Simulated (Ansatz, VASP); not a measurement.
**Two plane-wave programs on BN**

```
B N
1.0
     4.42268    0.00000    0.00000
     0.00000    4.42268    0.00000
     0.00000    0.00000    2.62570
B N
4 4
Direct
  0.17428 0.82572 0.50000
  0.32572 0.32572 0.00000
  0.67428 0.67428 0.00000
  0.82572 0.17428 0.50000
  0.81261 0.81261 0.50000
  0.31261 0.68739 0.00000
  0.68739 0.31261 0.00000
  0.18739 0.18739 0.50000
```

Alike in both runs: task single point; functional PBE; k mesh 6 × 6 × 10; occupations gaussian, width 0.05 eV; no spin polarisation.

|  | VASP | Ansatz |
| --- | --- | --- |
| version | VASP 6.6.1 | Ansatz 0.2.0 |
| potentials or method | VASP PAW PBE potentials, release 64 (B, N) | scalar-relativistic, plane waves, PAW |
| plane-wave cutoff (eV) | 520 | 520 |
| valence electrons in the cell | 32 | 32 |

|  | VASP | Ansatz | Ansatz less VASP |
| --- | --- | --- | --- |
| gap on the k mesh at the Fermi level (eV) | 4.79 | 4.80 | +0.011 |
| least direct gap on the mesh (eV) | 5.80 | 5.81 | +0.012 |
| pressure (GPa) | -10.1 | -10.4 | -0.25 |
| largest component of the traceless stress (GPa) | 15.88 | 15.85 | -0.038 |
| rms of the force components (eV/Å) | 0.074 | 0.070 | -0.0044 |

Atom by atom the forces differ by 0.005 eV/Å (rms over components). With one functional, cell and mesh, what is left measures potentials, basis and numerics.

A k mesh can miss the band edges.
